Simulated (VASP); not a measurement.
# Cs2AgBiBr6 (Fm-3m) in VASP: a series of runs, part 2 of 2

VASP 6.6.1.

### Step 4. Relaxation of the atoms, PBEsol (a relaxed cell with its volume scaled by 1.02)

Contents of INCAR:

```
ALGO = Normal ; EDIFF = 1E-7
EDIFFG = -0.01 ; ENCUT = 600
GGA = PS ; IBRION = 2
ISIF = 2 ; ISMEAR = 0
KPAR = 2 ; LASPH = T
LCHARG = F ; LREAL = F
LWAVE = F ; NELM = 80
NSW = 40 ; PREC = Accurate
SIGMA = 0.03
```

Contents of KPOINTS:

```
k-points
0
Gamma
  4 4 4
```

Contents of POSCAR:

```
Cs2AgBiBr6                              
1.0
    0.0000000000      5.6306547227      5.6306547227
    5.6306547227      0.0000000000      5.6306547227
    5.6306547227      5.6306547227      0.0000000000
  Cs              Ag              Bi              Br            
     2     1     1     6
Direct
     0.2500000000000000    0.2500000000000000    0.2500000000000000
     0.7500000000000000    0.7500000000000000    0.7500000000000000
     0.5000000000000000    0.5000000000000000    0.5000000000000000
     0.0000000000000000    0.0000000000000000    0.0000000000000000
     0.2539881987594086    0.7460118012405914    0.2539881987594086
     0.2539881987594086    0.7460118012405914    0.7460118012405914
     0.7460118012405914    0.2539881987594086    0.7460118012405914
     0.7460118012405914    0.2539881987594086    0.2539881987594086
     0.2539881987594086    0.2539881987594086    0.7460118012405914
     0.7460118012405914    0.7460118012405914    0.2539881987594086
```

Command:

```sh
cat potpaw_PBE.64/Cs_sv/POTCAR potpaw_PBE.64/Ag/POTCAR potpaw_PBE.64/Bi_d/POTCAR potpaw_PBE.64/Br/POTCAR > POTCAR
mpirun -np 2 vasp_std > vasp.out
```

It took 2.3 min on 2 MPI ranks of Intel Xeon 6975P-C (Granite Rapids), shared host; peak memory 0.74 GiB.

It converged, with:

```
Free energy               : -31.8192 eV
Energy gained by relaxing : 0.1 meV/atom
Ionic steps               : 3
Pressure after relaxing   : -0.5 GPa
Band gap on the k mesh    : 1.13 eV, indirect (least direct gap 2.33 eV)
```

The path:
| step | energy change (eV) | largest force (eV/Å) | pressure (GPa) |
| --- | --- | --- | --- |
| 1 | 0.0000 | 0.0496 | -0.53 |
| 2 | -0.0006 | 0.0298 | -0.51 |
| 3 | -0.0009 | 0.0002 | -0.49 |

Final structure:
```
CELL_PARAMETERS angstrom
0.00000 5.63065 5.63065
5.63065 0.00000 5.63065
5.63065 5.63065 0.00000
ATOMIC_POSITIONS crystal
Cs 0.25000 0.25000 0.25000
Cs 0.75000 0.75000 0.75000
Ag 0.50000 0.50000 0.50000
Bi 0.00000 0.00000 0.00000
Br 0.25346 0.74654 0.25346
Br 0.25346 0.74654 0.74654
Br 0.74654 0.25346 0.74654
Br 0.74654 0.25346 0.25346
Br 0.25346 0.25346 0.74654
Br 0.74654 0.74654 0.25346
```

Levels at points of the mesh, in eV from the valence-band top:
| k point | band 39 | band 40 | band 41 | band 42 | band 43 | band 44 | band 45 | band 46 | band 47 | band 48 |
| --- | --- | --- | --- | --- | --- | --- | --- | --- | --- | --- |
| (0.00, 0.00, 0.00) | -1.17 | -1.17 | -1.17 | -0.60 | -0.60 | 2.10 | 2.10 | 2.10 | 3.49 | 4.45 |
| (0.50, 0.00, 0.00) | -1.49 | -1.49 | -1.47 | -1.20 | -1.20 | 1.13 | 3.51 | 3.51 | 4.84 | 4.97 |
| (0.50, 0.50, 0.00) | -1.54 | -1.54 | -1.19 | -0.61 | 0.00 | 2.60 | 2.60 | 2.97 | 4.41 | 5.16 |

Caveat: the PAW data sets were made with another functional, which shifts forces and pressure a little; spin-orbit coupling is left out, which as a rule narrows the gap of such compounds by several tenths of an eV. A k mesh can miss the band edges.

### Step 5. Relaxation of the atoms, PBEsol (a relaxed cell with its volume scaled by 1.04)

INCAR is that of step 4.

KPOINTS is that of step 4.

Edit POSCAR of step 4 so:

```diff
@@ -2,5 +2,5 @@
 1.0
-    0.0000000000      5.6306547227      5.6306547227
-    5.6306547227      0.0000000000      5.6306547227
-    5.6306547227      5.6306547227      0.0000000000
+    0.0000000000      5.6672184402      5.6672184402
+    5.6672184402      0.0000000000      5.6672184402
+    5.6672184402      5.6672184402      0.0000000000
   Cs              Ag              Bi              Br
```

Command:

```sh
cat potpaw_PBE.64/Cs_sv/POTCAR potpaw_PBE.64/Ag/POTCAR potpaw_PBE.64/Bi_d/POTCAR potpaw_PBE.64/Br/POTCAR > POTCAR
mpirun -np 2 vasp_std > vasp.out
```

Run time: 2.4 min. Hardware: 2 MPI ranks of Intel Xeon 6975P-C (Granite Rapids), shared host; peak memory 0.75 GiB.

The run converged. Its results:

```yaml
Free_energy: -31.7887 eV
Energy_gained_by_relaxing: 0.4 meV/atom
Ionic_steps: 3
Pressure_after_relaxing: -0.9 GPa
Band_gap_on_the_k_mesh: 1.16 eV, indirect (least direct gap 2.31 eV)
```

The path:
| step | energy change (eV) | largest force (eV/Å) | pressure (GPa) |
| --- | --- | --- | --- |
| 1 | 0.0000 | 0.0953 | -1.01 |
| 2 | -0.0021 | 0.0600 | -0.98 |
| 3 | -0.0035 | 0.0004 | -0.92 |

Final structure:
```yaml
crystal:
  lattice:
    - [0.00000, 5.66722, 5.66722]
    - [5.66722, 0.00000, 5.66722]
    - [5.66722, 5.66722, 0.00000]
  atoms:
    - { symbol: Cs, position: [0.25000, 0.25000, 0.25000] }
    - { symbol: Cs, position: [0.75000, 0.75000, 0.75000] }
    - { symbol: Ag, position: [0.50000, 0.50000, 0.50000] }
    - { symbol: Bi, position: [0.00000, 0.00000, 0.00000] }
    - { symbol: Br, position: [0.25289, 0.74711, 0.25289] }
    - { symbol: Br, position: [0.25289, 0.74711, 0.74711] }
    - { symbol: Br, position: [0.74711, 0.25289, 0.74711] }
    - { symbol: Br, position: [0.74711, 0.25289, 0.25289] }
    - { symbol: Br, position: [0.25289, 0.25289, 0.74711] }
    - { symbol: Br, position: [0.74711, 0.74711, 0.25289] }
```

Levels at points of the mesh, in eV from the valence-band top:
```
           k point  band 39  band 40  band 41  band 42  band 43  band 44  band 45  band 46  band 47  band 48
(0.00, 0.00, 0.00)    -1.10    -1.10    -1.10    -0.58    -0.58     2.15     2.15     2.15     3.52     4.55
(0.50, 0.00, 0.00)    -1.41    -1.41    -1.40    -1.15    -1.15     1.16     3.50     3.50     4.87     5.02
(0.50, 0.50, 0.00)    -1.46    -1.46    -1.12    -0.59     0.00     2.63     2.63     2.98     4.34     5.19
```

Caveat: the PAW data sets were made with another functional, which shifts forces and pressure a little; spin-orbit coupling is left out, which as a rule narrows the gap of such compounds by several tenths of an eV. A k mesh can miss the band edges.

### Step 6. Relaxation of the atoms, PBEsol (a relaxed cell with its volume scaled by 1.06)

INCAR is that of step 5.

KPOINTS is that of step 5.

Edit POSCAR of step 5 so:

```diff
@@ -2,5 +2,5 @@
 1.0
-    0.0000000000      5.6672184402      5.6672184402
-    5.6672184402      0.0000000000      5.6672184402
-    5.6672184402      5.6672184402      0.0000000000
+    0.0000000000      5.7033163462      5.7033163462
+    5.7033163462      0.0000000000      5.7033163462
+    5.7033163462      5.7033163462      0.0000000000
   Cs              Ag              Bi              Br
```

Potentials or basis: VASP PAW PBE potentials, release 64 (Cs_sv, Ag, Bi_d, Br).

Command:

```sh
cat potpaw_PBE.64/Cs_sv/POTCAR potpaw_PBE.64/Ag/POTCAR potpaw_PBE.64/Bi_d/POTCAR potpaw_PBE.64/Br/POTCAR > POTCAR
mpirun -np 2 vasp_std > vasp.out
```

Run time: 2.5 min. Hardware: 2 MPI ranks of Intel Xeon 6975P-C (Granite Rapids), shared host; peak memory 0.76 GiB.

Results (log left out):

```yaml
Free_energy: -31.7405 eV
Energy_gained_by_relaxing: 0.8 meV/atom
Ionic_steps: 3
Pressure_after_relaxing: -1.3 GPa
Band_gap_on_the_k_mesh: 1.20 eV, indirect (least direct gap 2.29 eV)
```

Step by step:
```tsv
step	energy change (eV)	largest force (eV/Å)	pressure (GPa)
1	0.0000	0.1385	-1.43
2	-0.0046	0.0912	-1.39
3	-0.0081	0.0013	-1.30
```

Final structure:
```xyz
10
Lattice="0.0000 5.7033 5.7033 5.7033 0.0000 5.7033 5.7033 5.7033 0.0000" Properties=species:S:1:pos:R:3 pbc="T T T"
Cs    2.8517    2.8517    2.8517
Cs    8.5550    8.5550    8.5550
Ag    5.7033    5.7033    5.7033
Bi    0.0000    0.0000    0.0000
Br    5.7033    2.8776    5.7033
Br    8.5290    5.7033    5.7033
Br    5.7033    8.5290    5.7033
Br    2.8776    5.7033    5.7033
Br    5.7033    5.7033    2.8776
Br    5.7033    5.7033    8.5290
```

Levels at points of the mesh, in eV from the valence-band top:
| k point | band 41 | band 42 | band 43 | band 44 | band 45 | band 46 |
| --- | --- | --- | --- | --- | --- | --- |
| (0.00, 0.00, 0.00) | -1.03 | -0.56 | -0.56 | 2.19 | 2.19 | 2.19 |
| (0.50, 0.00, 0.00) | -1.33 | -1.09 | -1.09 | 1.20 | 3.49 | 3.49 |
| (0.50, 0.50, 0.00) | -1.05 | -0.57 | 0.00 | 2.66 | 2.66 | 2.99 |

Caveat: the PAW data sets were made with another functional, which shifts forces and pressure a little; spin-orbit coupling is left out, which as a rule narrows the gap of such compounds by several tenths of an eV. A k mesh can miss the band edges.

### Step 7. Summary

| cell | gap on the mesh (eV) | pressure (GPa) |
| --- | --- | --- |
| atoms relaxed from: a relaxed cell with its volume scaled by 0.98 | 1.06 | 0.6 |
| atoms relaxed | 1.10 | 0.0 |
| atoms relaxed from: a relaxed cell with its volume scaled by 1.02 | 1.13 | -0.5 |
| atoms relaxed from: a relaxed cell with its volume scaled by 1.04 | 1.16 | -0.9 |
| atoms relaxed from: a relaxed cell with its volume scaled by 1.06 | 1.20 | -1.3 |

Alike in all rows: task relaxation of the atoms; level PBEsol; potentials or basis VASP PAW PBE potentials, release 64 (Cs_sv, Ag, Bi_d, Br); no spin polarisation; k mesh 4 × 4 × 4; cutoff (eV) 600; smearing gaussian 0.03 eV.

Caveats: the PAW data sets were made with another functional, which shifts forces and pressure a little; spin-orbit coupling is left out, which as a rule narrows the gap of such compounds by several tenths of an eV; the relaxation stopped at its first step, so nothing moved (some runs).

Absolute energies hang on the potentials; compare differences alone.
